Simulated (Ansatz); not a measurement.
**CoSn2: how settings move the results**

The task, for CoSn2: test the k-point mesh shifted by half a step.

Method: DFT PBEsol, scalar-relativistic, plane waves, PAW, in Ansatz 0.2.0.

4 further runs of the same task are left out: 3 for a known fault of the program, 1 set aside as unsound or not needed. Runs told in other sessions of the task aren't counted.

### 1 The structure to begin with

Symmetry: I4/mcm, No. 140, tetragonal system. The conventional cell has a = 6.365 Å, b = 6.365 Å, c = 5.457 Å, α = 90.00°, β = 90.00°, γ = 90.00°. Co (site symmetry 422) is surrounded by 2 Co at 2.73 Å and 8 Sn at 2.76 Å. Around Sn (site symmetry m2m) lie 4 Co at 2.76 Å and 1 Sn at 2.84 Å.

Coordinates:

```
CELL_PARAMETERS angstrom
-3.18250 3.18250 2.72850
3.18250 -3.18250 2.72850
3.18250 3.18250 -2.72850
ATOMIC_POSITIONS crystal
Co 0.25000 0.25000 0.00000
Co 0.75000 0.75000 0.00000
Sn 0.65800 0.15800 0.81600
Sn 0.15800 0.34200 0.50000
Sn 0.34200 0.84200 0.18400
Sn 0.84200 0.65800 0.50000
```

The structure comes from the Crystallography Open Database; it is used as listed.

### 2 The base input

File input.yaml:

```yaml
crystal:
  lattice:
    - [-3.1825, 3.1825, 2.7285]
    - [3.1825, -3.1825, 2.7285]
    - [3.1825, 3.1825, -2.7285]
  atoms:
    - { symbol: Co, position: [0.25, 0.25, 0.0] }
    - { symbol: Co, position: [0.75, 0.75, 0.0] }
    - { symbol: Sn, position: [0.658, 0.158, 0.816] }
    - { symbol: Sn, position: [0.158, 0.342, 0.5] }
    - { symbol: Sn, position: [0.342, 0.842, 0.184] }
    - { symbol: Sn, position: [0.842, 0.658, 0.5] }
basis:
  ecutwfc: 420
kpoints:
  mp_grid: { grid: [8, 8, 8] }
hamiltonian:
  xc: pbesol
scf:
  occupations: { method: gaussian, width: 0.1 }
output:
  forces: true
  stress: true
  eigenvalues: true
  populations: true
```

It was run beforehand and gave: -5664.2750 eV/atom at zero smearing, pressure -4.09 GPa, largest force 0.873 eV/Å, no gap on the mesh, in 7 SCF cycles and 44 s.

### 3 K-point mesh shifted by half a step: 2×2×2

File input.yaml:

```yaml
crystal:
  lattice:
    - [-3.1825, 3.1825, 2.7285]
    - [3.1825, -3.1825, 2.7285]
    - [3.1825, 3.1825, -2.7285]
  atoms:
    - { symbol: Co, position: [0.25, 0.25, 0.0] }
    - { symbol: Co, position: [0.75, 0.75, 0.0] }
    - { symbol: Sn, position: [0.658, 0.158, 0.816] }
    - { symbol: Sn, position: [0.158, 0.342, 0.5] }
    - { symbol: Sn, position: [0.342, 0.842, 0.184] }
    - { symbol: Sn, position: [0.842, 0.658, 0.5] }
basis:
  ecutwfc: 420
kpoints:
  mp_grid: { grid: [2, 2, 2], shift: [0.5, 0.5, 0.5] }
hamiltonian:
  xc: pbesol
scf:
  occupations: { method: gaussian, width: 0.1 }
output:
  forces: true
  stress: true
  eigenvalues: true
```

Run with:

```sh
$ ansatz run input.yaml --threads 1 --pin off --max-ram 2560MiB --backend cpu --events-out ev --progress --plain --runs-dir out
```

### 4 K-point mesh shifted by half a step set to 4×4×4

input.yaml: that of step 3 with these lines changed.

```diff
@@ -15,3 +15,3 @@
 kpoints:
-  mp_grid: { grid: [2, 2, 2], shift: [0.5, 0.5, 0.5] }
+  mp_grid: { grid: [4, 4, 4], shift: [0.5, 0.5, 0.5] }
 hamiltonian:
```

### 5 K-point mesh shifted by half a step set to 6×6×6

input.yaml: that of step 4 with these lines changed.

```diff
@@ -15,3 +15,3 @@
 kpoints:
-  mp_grid: { grid: [4, 4, 4], shift: [0.5, 0.5, 0.5] }
+  mp_grid: { grid: [6, 6, 6], shift: [0.5, 0.5, 0.5] }
 hamiltonian:
```

(Steps that only read results are left out.)

What results come out of these runs, taken together? Wanted: largest energy shift, k-point mesh shifted by half a step.

As calculated:

| quantity | value |
| --- | --- |
| largest energy shift, k-point mesh shifted by half a step | 129 meV/atom at 2×2×2 |

**Reading.** The densest shifted mesh lands 3.04 meV/atom from the base run. The listed cell is far from this method's equilibrium (-4.1 GPa, forces up to 0.87 eV/Å), so its values are not those of the relaxed crystal. Spin polarisation is off in the runs that give these values; a magnetic solution could lie lower.
